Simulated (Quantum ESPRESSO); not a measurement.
# MnO (Fm-3m) in Quantum ESPRESSO: phonons with PBEsol

Aim: the phonons of MnO with PBEsol.

Everything below comes from runs of Quantum ESPRESSO 7.5. Logs are shortened: lines on timing, memory, paths and dates and some standing lists are left out, and cuts for length are marked.

## 1. Starting point

The structure is cubic, space group Fm-3m (No. 225). Conventional cell: a = 4.448 Å, b = 4.448 Å, c = 4.448 Å, α = 90.00°, β = 90.00°, γ = 90.00°. Around Mn (site symmetry m-3m) lie 6 O at 2.22 Å. Around O (site symmetry m-3m) lie 6 Mn at 2.22 Å.

The cell is a database's computed one.

## 2. Phonons, PBEsol, collinear spin, ferromagnetic start

Contents of pw.in:

```
&CONTROL
  calculation = 'scf'
  prefix = 'pwscf'
  outdir = './tmp'
  pseudo_dir = './pseudo'
  tprnfor = .true.
  tstress = .true.
  disk_io = 'low'
/
&SYSTEM
  ibrav = 0
  nat = 2
  ntyp = 2
  ecutwfc = 45
  ecutrho = 360
  nbnd = 20
  occupations = 'smearing'
  smearing = 'fd'
  degauss = 0.00367493
  nspin = 2
  starting_magnetization(1) = 0.2667
  starting_magnetization(2) = 0
/
&ELECTRONS
  conv_thr = 4d-10
  electron_maxstep = 120
  mixing_beta = 0.3
/
ATOMIC_SPECIES
Mn    54.9380 mn_pbesol_v1.5.uspp.F.UPF
O     15.9990 o_pbesol_v1.2.uspp.F.UPF
CELL_PARAMETERS angstrom
   0.0000000000    2.2239077028    2.2239077028
   2.2239077028    0.0000000000    2.2239077028
   2.2239077028    2.2239077028    0.0000000000
ATOMIC_POSITIONS crystal
Mn     0.0000000000    0.0000000000    0.0000000000
O      0.5000000000    0.5000000000    0.5000000000
K_POINTS automatic
8 8 8 1 1 1
```

Contents of relax.in:

```
&CONTROL
  calculation = 'vc-relax'
  prefix = 'pwscf'
  outdir = './tmp'
  pseudo_dir = './pseudo'
  tprnfor = .true.
  tstress = .true.
  disk_io = 'low'
  nstep = 40
  forc_conv_thr = 0.0001
  etot_conv_thr = 1d-06
/
&SYSTEM
  ibrav = 0
  nat = 2
  ntyp = 2
  ecutwfc = 45
  ecutrho = 360
  nbnd = 20
  occupations = 'smearing'
  smearing = 'fd'
  degauss = 0.00367493
  nspin = 2
  starting_magnetization(1) = 0.2667
  starting_magnetization(2) = 0
/
&ELECTRONS
  conv_thr = 4d-10
  electron_maxstep = 120
  mixing_beta = 0.3
/
&IONS
  ion_dynamics = 'bfgs'
/
&CELL
  cell_dynamics = 'bfgs'
  press = 0
  press_conv_thr = 0.2
/
ATOMIC_SPECIES
Mn    54.9380 mn_pbesol_v1.5.uspp.F.UPF
O     15.9990 o_pbesol_v1.2.uspp.F.UPF
CELL_PARAMETERS angstrom
   0.0000000000    2.2239077028    2.2239077028
   2.2239077028    0.0000000000    2.2239077028
   2.2239077028    2.2239077028    0.0000000000
ATOMIC_POSITIONS crystal
Mn     0.0000000000    0.0000000000    0.0000000000
O      0.5000000000    0.5000000000    0.5000000000
K_POINTS automatic
8 8 8 1 1 1
```

Contents of scf2.in:

```
&CONTROL
  calculation = 'scf'
  prefix = 'pwscf'
  outdir = './tmp'
  pseudo_dir = './pseudo'
  tprnfor = .true.
  tstress = .true.
  disk_io = 'low'
/
&SYSTEM
  ibrav = 0
  nat = 2
  ntyp = 2
  ecutwfc = 45
  ecutrho = 360
  nbnd = 20
  occupations = 'smearing'
  smearing = 'fd'
  degauss = 0.00367493
  nspin = 2
  starting_magnetization(1) = 0.2667
  starting_magnetization(2) = 0
/
&ELECTRONS
  conv_thr = 1d-13
  electron_maxstep = 120
  mixing_beta = 0.3
  startingpot = 'file'
  startingwfc = 'file'
/
ATOMIC_SPECIES
Mn    54.9380 mn_pbesol_v1.5.uspp.F.UPF
O     15.9990 o_pbesol_v1.2.uspp.F.UPF
CELL_PARAMETERS angstrom
   0.0000000000    2.1756378053    2.1756378053
   2.1756378053    0.0000000000    2.1756378053
   2.1756378053    2.1756378053    0.0000000000
ATOMIC_POSITIONS crystal
Mn     0.0000000000    0.0000000000    0.0000000000
O      0.5000000000    0.5000000000    0.5000000000
K_POINTS automatic
8 8 8 1 1 1
```

Contents of ph.in:

```
phonons of MnO
&INPUTPH
  prefix = 'pwscf'
  outdir = './tmp'
  tr2_ph = 1d-16
  fildyn = 'dyn'
  niter_ph = 60
  alpha_mix(1) = 0.4
/
0.0000000000 0.0000000000 0.0000000000
```

Contents of dynmat.in:

```
&INPUT
  fildyn = 'dyn'
  asr = 'crystal'
  filout = 'dynmat.disp'
  fileig = 'dynmat.eig'
/
```

Potentials or basis: GBRV 1.5 PBEsol.

Launch:

```bash
OMP_NUM_THREADS=1 pw.x -in pw.in > pw.out
OMP_NUM_THREADS=1 pw.x -in relax.in > relax.out
OMP_NUM_THREADS=1 pw.x -in scf2.in > scf2.out
OMP_NUM_THREADS=1 ph.x -in ph.in > ph.out
OMP_NUM_THREADS=1 dynmat.x -in dynmat.in > dynmat.out
```

pw.out:

```text
This program is part of the open-source Quantum ESPRESSO suite
     for quantum simulation of materials; please cite
[... 9 lines left out ...]
     --------------------
     sticks:   dense  smooth     PW     G-vecs:    dense   smooth      PW
     Sum         871     433    151                17153     5985    1243

     Using Slab Decomposition

     bravais-lattice index     =            0
     lattice parameter (alat)  =       5.9433  a.u.
     unit-cell volume          =     148.4489 (a.u.)^3
     number of atoms/cell      =            2
     number of atomic types    =            2
     number of electrons       =        21.00
     number of Kohn-Sham states=           20
     kinetic-energy cutoff     =      45.0000  Ry
     charge density cutoff     =     360.0000  Ry
     scf convergence threshold =      4.0E-10
     mixing beta               =       0.3000
     number of iterations used =            8  plain     mixing
     Exchange-correlation= SLA  PW   PSX  PSC
                           (   1   4  10   8   0   0   0)

     celldm(1)=   5.943341  celldm(2)=   0.000000  celldm(3)=   0.000000
     celldm(4)=   0.000000  celldm(5)=   0.000000  celldm(6)=   0.000000

     crystal axes: (cart. coord. in units of alat)
               a(1) = (   0.000000   0.707107   0.707107 )
               a(2) = (   0.707107   0.000000   0.707107 )
               a(3) = (   0.707107   0.707107   0.000000 )

     reciprocal axes: (cart. coord. in units 2 pi/alat)
               b(1) = ( -0.707107  0.707107  0.707107 )
               b(2) = (  0.707107 -0.707107  0.707107 )
               b(3) = (  0.707107  0.707107 -0.707107 )

     PseudoPot. # 1 for Mn read from file:
     mn_pbesol_v1.5.uspp.F.UPF
     Pseudo is Ultrasoft + core correction, Zval = 15.0
     Generated by new atomic code, or converted to UPF format
     Using radial grid of  859 points,  6 beta functions with:
                l(1) =   0
                l(2) =   0
                l(3) =   1
                l(4) =   1
                l(5) =   2
                l(6) =   2
     Q(r) pseudized with  8 coefficients,  rinner =    0.950   0.950   0.950
                                                       0.950   0.950

     PseudoPot. # 2 for O  read from file:
     o_pbesol_v1.2.uspp.F.UPF
     Pseudo is Ultrasoft + core correction, Zval =  6.0
     Generated by new atomic code, or converted to UPF format
     Using radial grid of  737 points,  5 beta functions with:
                l(1) =   0
                l(2) =   0
                l(3) =   1
                l(4) =   1
                l(5) =   2
     Q(r) pseudized with  8 coefficients,  rinner =    0.900   0.900   0.900
                                                       0.900   0.900

     atomic species   valence    mass     pseudopotential
     Mn               15.00    54.93800     Mn( 1.00)
     O                 6.00    15.99900     O ( 1.00)

     Starting magnetic structure
     atomic species   magnetization
     Mn              0.267
     O               0.000

     48 Sym. Ops., with inversion, found

   Cartesian axes

     site n.     atom                  positions (alat units)
         1        Mn     tau(   1) = (   0.0000000   0.0000000   0.0000000  )
         2        O      tau(   2) = (   0.7071068   0.7071068   0.7071068  )

     number of k points=    60  Fermi-Dirac smearing, width (Ry)=  0.0037
                       cart. coord. in units 2pi/alat
        k(    1) = (   0.0441942   0.0441942   0.0441942), wk =   0.0039062
        k(    2) = (   0.1325825   0.1325825  -0.0441942), wk =   0.0117188
        k(    3) = (   0.2209709   0.2209709  -0.1325825), wk =   0.0117188
        k(    4) = (   0.3093592   0.3093592  -0.2209709), wk =   0.0117188
        k(    5) = (  -0.3093592  -0.3093592   0.3977476), wk =   0.0117188
        k(    6) = (  -0.2209709  -0.2209709   0.3093592), wk =   0.0117188
[... 52 lines left out ...]
        k(   59) = (   0.3093592   0.3093592   0.3093592), wk =   0.0039062
        k(   60) = (  -0.3093592  -0.3093592   0.9280777), wk =   0.0117188

     Dense  grid:    17153 G-vectors     FFT dimensions: (  36,  36,  36)

     Smooth grid:     5985 G-vectors     FFT dimensions: (  25,  25,  25)

     Check: negative core charge=   -0.000018
     Generating pointlists ...
     new r_m :   0.2917 (alat units)  1.7336 (a.u.) for type    1
     new r_m :   0.2917 (alat units)  1.7336 (a.u.) for type    2

     Initial potential from superposition of free atoms

     starting charge      20.4999, renormalised to      21.0000
     Starting wfcs are   17 randomized atomic wfcs +    3 random wfcs

     Self-consistent Calculation

     iteration #  1     ecut=    45.00 Ry     beta= 0.30
     Davidson diagonalization with overlap
     ethr =  1.00E-02,  avg # of iterations =  5.1

     total energy              =    -243.12936077 Ry
     estimated scf accuracy    <       0.75447083 Ry

     total magnetization       =     4.28 Bohr mag/cell
     absolute magnetization    =     4.28 Bohr mag/cell

     iteration #  2     ecut=    45.00 Ry     beta= 0.30
     Davidson diagonalization with overlap
     ethr =  3.59E-03,  avg # of iterations =  1.6

     total energy              =    -243.30963749 Ry
     estimated scf accuracy    <       0.09195405 Ry

     total magnetization       =     4.44 Bohr mag/cell
     absolute magnetization    =     4.44 Bohr mag/cell

     iteration #  3     ecut=    45.00 Ry     beta= 0.30
     Davidson diagonalization with overlap
     ethr =  4.38E-04,  avg # of iterations =  1.5

     total energy              =    -243.32714443 Ry
     estimated scf accuracy    <       0.01348814 Ry

     total magnetization       =     4.60 Bohr mag/cell
     absolute magnetization    =     4.60 Bohr mag/cell

     iteration #  4     ecut=    45.00 Ry     beta= 0.30
     Davidson diagonalization with overlap
     ethr =  6.42E-05,  avg # of iterations =  2.1

     negative rho (up, down):  0.000E+00 2.722E-04

     total energy              =    -243.33121419 Ry
     estimated scf accuracy    <       0.00643869 Ry

     total magnetization       =     4.63 Bohr mag/cell
     absolute magnetization    =     4.63 Bohr mag/cell

     iteration #  5     ecut=    45.00 Ry     beta= 0.30
     Davidson diagonalization with overlap
     ethr =  3.07E-05,  avg # of iterations =  1.4

     negative rho (up, down):  0.000E+00 2.767E-04

     total energy              =    -243.33207047 Ry
     estimated scf accuracy    <       0.00013834 Ry

     total magnetization       =     4.72 Bohr mag/cell
     absolute magnetization    =     4.72 Bohr mag/cell

     iteration #  6     ecut=    45.00 Ry     beta= 0.30
     Davidson diagonalization with overlap
     ethr =  6.59E-07,  avg # of iterations =  3.6

     negative rho (up, down):  0.000E+00 2.887E-04

     total energy              =    -243.33211261 Ry
     estimated scf accuracy    <       0.00002703 Ry

     total magnetization       =     4.73 Bohr mag/cell
     absolute magnetization    =     4.73 Bohr mag/cell

     iteration #  7     ecut=    45.00 Ry     beta= 0.30
     Davidson diagonalization with overlap
     ethr =  1.29E-07,  avg # of iterations =  1.6

     negative rho (up, down):  0.000E+00 2.912E-04

     total energy              =    -243.33211487 Ry
     estimated scf accuracy    <       0.00000465 Ry

     total magnetization       =     4.73 Bohr mag/cell
     absolute magnetization    =     4.73 Bohr mag/cell

     iteration #  8     ecut=    45.00 Ry     beta= 0.30
     Davidson diagonalization with overlap
     ethr =  2.22E-08,  avg # of iterations =  1.8

     negative rho (up, down):  0.000E+00 2.879E-04

     total energy              =    -243.33211711 Ry
     estimated scf accuracy    <       0.00000135 Ry

     total magnetization       =     4.74 Bohr mag/cell
     absolute magnetization    =     4.74 Bohr mag/cell

     iteration #  9     ecut=    45.00 Ry     beta= 0.30
     Davidson diagonalization with overlap
     ethr =  6.41E-09,  avg # of iterations =  1.6

     negative rho (up, down):  0.000E+00 2.876E-04

     total energy              =    -243.33211734 Ry
     estimated scf accuracy    <       0.00000011 Ry

     total magnetization       =     4.74 Bohr mag/cell
     absolute magnetization    =     4.74 Bohr mag/cell

     iteration # 10     ecut=    45.00 Ry     beta= 0.30
     Davidson diagonalization with overlap
     ethr =  5.42E-10,  avg # of iterations =  1.0

     negative rho (up, down):  0.000E+00 2.873E-04

     total energy              =    -243.33211739 Ry
     estimated scf accuracy    <       0.00000008 Ry

     total magnetization       =     4.74 Bohr mag/cell
     absolute magnetization    =     4.74 Bohr mag/cell

     iteration # 11     ecut=    45.00 Ry     beta= 0.30
     Davidson diagonalization with overlap
     ethr =  3.62E-10,  avg # of iterations =  1.9

     negative rho (up, down):  0.000E+00 2.872E-04

     total energy              =    -243.33211742 Ry
     estimated scf accuracy    <          5.8E-10 Ry

     total magnetization       =     4.74 Bohr mag/cell
     absolute magnetization    =     4.74 Bohr mag/cell

     iteration # 12     ecut=    45.00 Ry     beta= 0.30
     Davidson diagonalization with overlap
     ethr =  2.75E-12,  avg # of iterations =  2.0

     negative rho (up, down):  0.000E+00 2.871E-04

     Magnetic moment per site  (integrated on atomic sphere of radius R)
     atom   1 (R=0.292)  charge= 12.5930  magn=  4.0205
     atom   2 (R=0.292)  charge=  5.9118  magn=  0.2246

     End of self-consistent calculation

     Number of k-points >= 100: set verbosity='high' to print the bands.

     the Fermi energy is    13.1813 ev

!    total energy              =    -243.33211743 Ry
     estimated scf accuracy    <          7.2E-11 Ry
     smearing contrib. (-TS)   =      -0.00050554 Ry
     internal energy E=F+TS    =    -243.33161189 Ry

     The total energy is F=E-TS. E is the sum of the following terms:
     one-electron contribution =    -109.50069679 Ry
     hartree contribution      =      65.58243991 Ry
     xc contribution           =     -33.70537496 Ry
     ewald contribution        =    -165.70798005 Ry

     total magnetization       =     4.74 Bohr mag/cell
     absolute magnetization    =     4.74 Bohr mag/cell

     convergence has been achieved in  12 iterations

     negative rho (up, down):  0.000E+00 2.871E-04

     Forces acting on atoms (cartesian axes, Ry/au):

     atom    1 type  1   force =     0.00000000    0.00000000   -0.00000000
     atom    2 type  2   force =    -0.00000000    0.00000000   -0.00000000

     Total force =     0.000000     Total SCF correction =     0.000000

     Computing stress (Cartesian axis) and pressure

     negative rho (up, down):  0.000E+00 2.871E-04
          total   stress  (Ry/bohr**3)                   (kbar)     P=      -78.35
  -0.00053265  -0.00000000  -0.00000000          -78.35       -0.00       -0.00
  -0.00000000  -0.00053265  -0.00000000           -0.00      -78.35       -0.00
  -0.00000000  -0.00000000  -0.00053265           -0.00       -0.00      -78.35

=------------------------------------------------------------------------------=
   JOB DONE.
=------------------------------------------------------------------------------=
```

Run time: 6 min. Hardware: 1 thread of Intel Xeon Platinum 8488C (Sapphire Rapids), shared host; peak memory 0.15 GiB.

What came out:

| Property | Result |
| --- | --- |
| Free energy | -3310.7356 eV |
| Relaxed volume | 10.30 Å³/atom |
| Relaxed cell | a = 3.077 Å, b = 3.077 Å, c = 3.077 Å, α = 60.00°, β = 60.00°, γ = 60.00° |
| Space group after relaxing (to 0.05 Å) | Fm-3m (No. 225) |
| Pressure after relaxing | 0.1 GPa |
| Band gap on the k mesh | none (metal or under the smearing width) |
| Net moment | 4.60 μB per cell |
| Absolute moment | 4.60 μB per cell |
| Site moments | Mn +3.88; O +0.22 μB |
| Valence electrons inside the program's atomic spheres | Mn 12.59; O 5.91 |
| Highest phonon frequency at Γ | 343 cm⁻¹ |

The path:
```
step  energy change (eV)  largest force (eV/Å)  pressure (GPa)  volume (Å³)
   1              0.0000                0.0000           -7.84        22.00
   2             -0.0310                0.0000           -3.43        21.13
   3             -0.0366                0.0000            0.62        20.50
   4             -0.0368                0.0000            0.02        20.59
   5             -0.0368                0.0000            0.00        20.60
```

Final structure:
```
Mn O
1.0
     0.00000    2.17564    2.17564
     2.17564    0.00000    2.17564
     2.17564    2.17564    0.00000
Mn O
1 1
Direct
  0.00000 0.00000 0.00000
  0.50000 0.50000 0.50000
```

Levels at points of the mesh, in eV from the Fermi level:
Spin up:
| k point | band 9 | band 10 | band 11 | band 12 | band 13 | band 14 | band 15 | band 16 | band 17 | band 18 |
| --- | --- | --- | --- | --- | --- | --- | --- | --- | --- | --- |
| (0.06, 0.06, 0.06) | -3.25 | -3.25 | -3.17 | -2.48 | -2.48 | -0.06 | 13.47 | 16.45 | 16.45 | 16.69 |
Spin down:
```csv
k point,band 4,band 5,band 6,band 7,band 8,band 9,band 10,band 11,band 12,band 13
"(0.06, 0.06, 0.06)",-45.59,-20.32,-4.00,-3.82,-3.82,0.53,0.55,0.55,1.17,1.33
```

Phonon frequencies in cm⁻¹ (negative: imaginary):
| q point | frequencies |
| --- | --- |
| (0.000, 0.000, 0.000) | -4 -4 -4 343 343 343 |

Optical modes at Γ, degenerate ones joined:
```tsv
cm⁻¹	components	symmetry	active in
343	3	T1u	IR
```

Caveat: a cell with one magnetic atom can't hold antiferromagnetic order, which such compounds often take; semilocal functionals often make such compounds metallic where correlation or magnetic order opens a gap, which also shifts bond lengths. With open d or f shells a metallic result of PBEsol can be an artefact of self-interaction; +U or a hybrid may open a gap.
